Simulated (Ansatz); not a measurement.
**LuH2 and the effect of the dispersion correction**

The cell as given:

Symmetry: Fm-3m, No. 225, cubic system. Conventional cell: a = 5.033 Å, b = 5.033 Å, c = 5.033 Å, α = 90.00°, β = 90.00°, γ = 90.00°. Lu (site symmetry m-3m) has 8 H at 2.18 Å as nearest neighbours. Around H (site symmetry -43m) lie 4 Lu at 2.18 Å.

Kept alike: task relaxation of cell and atoms; functional r2SCAN; k mesh 9 × 9 × 9; occupations fermi-dirac, width 0.05 eV; no spin polarisation. Program: Ansatz, Ansatz PAW, cutoff 500 eV. The mesh is that of the run's cell of 3 atoms. No spin-orbit coupling.

```csv
dispersion correction,volume (Å³/atom)
D3(BJ),10.219
D3(BJ)-ATM,10.272
D4,10.218
none,10.375
rVV10,10.271
```

The relaxations keep at least the cell's symmetry (Fm-3m). For a metal such a mesh leaves the last digits unconverged. Relaxations stop with a little pressure left, so the last digits of a volume or edge aren't settled. All rows use potentials made for PBE.

The volume runs from 10.218 (D4) to 10.375 Å³/atom (none). Against no correction: D3(BJ) -1.5 %; D3(BJ)-ATM -1.0 %; D4 -1.5 %; rVV10 -1.0 %. Dispersion terms mostly attract and so lower the volume; the schemes' coefficients and damping set how far. Measured: 10.62 Å³/atom (pmc:10396964, doi:10.1038/s41586-023-06162-w); nearest none, 0.24 Å³/atom off. The runs are for a static lattice.
